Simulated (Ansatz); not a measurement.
**Electric field gradients in Ru**

Method: DFT PBE, scalar-relativistic, plane waves, PAW in Ansatz 0.2.0. Settings: 420 eV plane-wave cutoff, Γ-centred 18×18×10 mesh, Fermi-Dirac smearing of 0.15 eV. No spin polarisation.

Relaxed structure:
```xyz
2
Lattice="2.7222 0.0000 0.0000 -1.3611 2.3575 0.0000 0.0000 0.0000 4.2973" Properties=species:S:1:pos:R:3 pbc="T T T"
Ru    0.0000    1.5717    1.0743
Ru    1.3611    0.7858    3.2230
```

In a metal these results depend on the k mesh and the smearing. Spin–orbit coupling is left out, which matters for gradients at heavy nuclei.

Give V_zz (10²¹ V/m²) and the asymmetry η at each distinct site.

Results:

```json
{"atom": "Ru (atom 1)", "V_zz": "-1.03", "η": "0.00"}
```

Cost: 1 run of about 0.032 core-minutes, on AMD EPYC 9R45 (Zen 5) (shared hosts).